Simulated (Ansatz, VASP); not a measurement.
**Br in VASP and in Ansatz**

```
Br
1.0
     0.00000    2.71956    2.71956
     2.71956    0.00000    2.71956
     2.71956    2.71956    0.00000
Br
2
Direct
  0.87500 0.87500 0.87500
  0.12500 0.12500 0.12500
```

Change from the starting cell: volume scaled by 0.5, LAPW.

Alike in both runs: task single point; functional PBEsol; k mesh 11 × 11 × 11; occupations fermi-dirac, width 0.1 eV; no spin polarisation.

|  | VASP | Ansatz |
| --- | --- | --- |
| version | VASP 6.6.1 | Ansatz 0.2.0 |
| potentials or method | VASP PAW PBE potentials, release 64 (Br), cutoff 520 eV | all-electron LAPW, scalar-relativistic |

|  | VASP | Ansatz | Ansatz less VASP |
| --- | --- | --- | --- |
| pressure (GPa) | 58.3 | 58.0 | -0.28 |

Ansatz ran all-electron here, so the differences hold the error of VASP's frozen core and of both bases.

Caveats: so large a pressure means that the cell lies far from this level's equilibrium, or that cutoff or potentials fall short (VASP); the potentials were made for another functional, which shifts forces and pressure (VASP).
